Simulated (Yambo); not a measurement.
A run of Yambo 5.3.0:

The input optics9.in:

```
optics
chi
Chimod= "IP"
% BndsRnXd
 1 | 25 |
%
% LongDrXd
 0 | 1 | 0 |
%
% QpntsRXd
 1 | 1 |
%
% EnRngeXd
 0 | 15 | eV
%
% DmRngeXd
 0.1 | 0.1 | eV
%
ETStpsXd= 150
```

The input scf.in:

```
&CONTROL
  calculation = 'scf'
  prefix = 'pwscf'
  outdir = './tmp'
  pseudo_dir = './pseudo'
/
&SYSTEM
  ibrav = 0
  nat = 2
  ntyp = 2
  ecutwfc = 56
  nbnd = 16
  occupations = 'smearing'
  smearing = 'fd'
  degauss = 0.00367493
  force_symmorphic = .true.
/
&ELECTRONS
  conv_thr = 4d-10
  electron_maxstep = 120
  mixing_beta = 0.5
/
ATOMIC_SPECIES
Pb   207.2000 Pb.upf
S     32.0600 S.upf
CELL_PARAMETERS angstrom
   0.0000000000    2.9657500000    2.9657500000
   2.9657500000    0.0000000000    2.9657500000
   2.9657500000    2.9657500000    0.0000000000
ATOMIC_POSITIONS crystal
Pb     0.0000000000    0.0000000000    0.0000000000
S      0.5000000000    0.5000000000    0.5000000000
K_POINTS automatic
8 8 8 0 0 0
```

The input nscf.in:

```
&CONTROL
  calculation = 'nscf'
  prefix = 'pwscf'
  outdir = './tmp'
  pseudo_dir = './pseudo'
/
&SYSTEM
  ibrav = 0
  nat = 2
  ntyp = 2
  ecutwfc = 56
  nbnd = 110
  occupations = 'fixed'
  force_symmorphic = .true.
/
&ELECTRONS
  conv_thr = 1d-08
  diago_full_acc = .true.
  diago_thr_init = 1d-06
/
ATOMIC_SPECIES
Pb   207.2000 Pb.upf
S     32.0600 S.upf
CELL_PARAMETERS angstrom
   0.0000000000    2.9657500000    2.9657500000
   2.9657500000    0.0000000000    2.9657500000
   2.9657500000    2.9657500000    0.0000000000
ATOMIC_POSITIONS crystal
Pb     0.0000000000    0.0000000000    0.0000000000
S      0.5000000000    0.5000000000    0.5000000000
K_POINTS automatic
6 6 6 0 0 0
```

Potentials or basis: PseudoDojo 0.4.1 SR LDA standard.

Launch:

```sh
$ OMP_NUM_THREADS=1 pw.x -in scf.in > scf.out
$ OMP_NUM_THREADS=1 pw.x -in nscf.in > nscf.out
$ cd tmp/pwscf.save; p2y; mv SAVE ../..; cd ../..
$ OMP_NUM_THREADS=1 yambo
$ OMP_NUM_THREADS=1 yambo -F optics9.in -J optics9 -C optics9_out
```

Hardware: 1 thread of Arm Neoverse V1 (shared host).

Problem. Estimate the wall time of this run.

Solution. Wall time 65 s on 1 thread of Arm Neoverse V1 (shared host).
